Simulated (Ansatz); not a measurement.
# MgO: the cost of one run

All numbers below are computed with Ansatz 0.2.0 (DFT PBE, scalar-relativistic, plane waves, PAW).

4 further runs of the same task are left out: 4 set aside as unsound or not needed.

## (1) Starting point

The cell holds 32 atoms (Mg15O16Yb): a = 7.367 Å, b = 7.367 Å, c = 7.367 Å, α = 109.47°, β = 109.47°, γ = 109.47°.

The coordinates of this cell stand in the input of its own run.

The host was relaxed before at PBE: a = 4.254 Å, b = 4.254 Å, c = 4.254 Å, α = 90.00°, β = 90.00°, γ = 90.00° (conventional cell), 9.620 Å³/atom.

Places, in fractions of the supercell: Yb in place of Mg at (0.000, 0.750, 0.250). The start keeps the symmetry of the ideal site.

## (2) Band edges of the host over the zone

Contents of input.yaml:

```yaml
crystal:
  lattice:
    - [0.0, 2.126794828, 2.126794828]
    - [2.126794828, 0.0, 2.126794828]
    - [2.126794828, 2.126794828, 0.0]
  atoms:
    - { symbol: Mg, position: [0.0, 0.0, 0.0] }
    - { symbol: O, position: [0.5, 0.5, 0.5] }
basis:
  ecutwfc: 420
  xc_grid: 2
kpoints:
  mp_grid: { grid: [10, 10, 10] }
  band_path: { path: [VBM, CBM], npoints: 2 }
hamiltonian:
  xc: pbe
scf:
  occupations: { method: gaussian, width: 0.02 }
output:
  forces: true
  stress: true
  eigenvalues: true
```

Launch:

```
$ ansatz run input.yaml --threads 8 --pin off --max-ram 16384MiB --backend cpu --events-out ev --progress --plain --runs-dir out
```

Q: Estimate wall time and peak memory on 8 threads of Intel Xeon at 2.50GHz (Skylake/Cascade Lake), shared host.

About 1.4 s, with a peak of 0.3 GiB.
